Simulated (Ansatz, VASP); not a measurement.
Al in VASP and in Ansatz

Contents of INCAR:

```
ALGO     = Normal         # electronic algorithm
EDIFF    = 1E-6           # SCF threshold, eV
ENCUT    = 520            # plane-wave cutoff, eV
GGA      = PS             # functional
ISIF     = 2              # what is computed and relaxed
ISMEAR   = -1             # smearing method
LASPH    = True           # aspherical terms in the spheres
LCHARG   = False          # write CHGCAR
LREAL    = False          # projectors in reciprocal space
LWAVE    = False          # write WAVECAR
NBANDS   = 10             # bands
NELM     = 60             # most SCF steps
PREC     = Accurate       # precision mode
SIGMA    = 0.05           # smearing width, eV
```

Contents of KPOINTS:

```
k-points
0
Gamma
  10 10 10
```

POSCAR

```
Al
1.0
    0.0000000000      2.7415165562      2.7415165562
    2.7415165562      0.0000000000      2.7415165562
    2.7415165562      2.7415165562      0.0000000000
Al
2
Direct
   -0.1250000000     -0.1250000000     -0.1250000000
    0.1250000000      0.1250000000      0.1250000000
```

Input for Ansatz:

```yaml
crystal:
  lattice:
    - [0.0, 2.7415165562, 2.7415165562]
    - [2.7415165562, 0.0, 2.7415165562]
    - [2.7415165562, 2.7415165562, 0.0]
  atoms:
    - { symbol: Al, position: [-0.125, -0.125, -0.125] }
    - { symbol: Al, position: [0.125, 0.125, 0.125] }
kpoints:
  mp_grid: { grid: [10, 10, 10] }
scf:
  occupations: { method: fermi_dirac, width: 0.05 }
hamiltonian:
  xc: pbesol
  pseudopotentials: { kind: all_electron, lapw: { basis_error: 0.001 } }
output:
  forces: true
  stress: true
  eigenvalues: true
  populations: true
```

This isn't the form of Al at room conditions, which is fcc.

Alike in both runs: task single point; functional PBEsol; k mesh 10 × 10 × 10; occupations fermi-dirac, width 0.05 eV; no spin polarisation.

|  | VASP | Ansatz |
| --- | --- | --- |
| version | VASP 6.6.1 | Ansatz 0.2.0 |
| potentials or method | VASP PAW PBE potentials, release 64 (Al) | all-electron LAPW, scalar-relativistic |
| plane-wave cutoff (eV) | 520 | see its input |

Ansatz gave:

- pressure (GPa): 18.1

**Question.** What did VASP give for the same quantities?

**Answer.** Pressure (GPa): 18.4.

Ansatz ran all-electron here, so the differences hold the error of VASP's frozen core and of both bases.

Caveats: so large a pressure means that the cell lies far from this level's equilibrium, or that cutoff or potentials fall short (VASP); the potentials were made for another functional, which shifts forces and pressure (VASP).
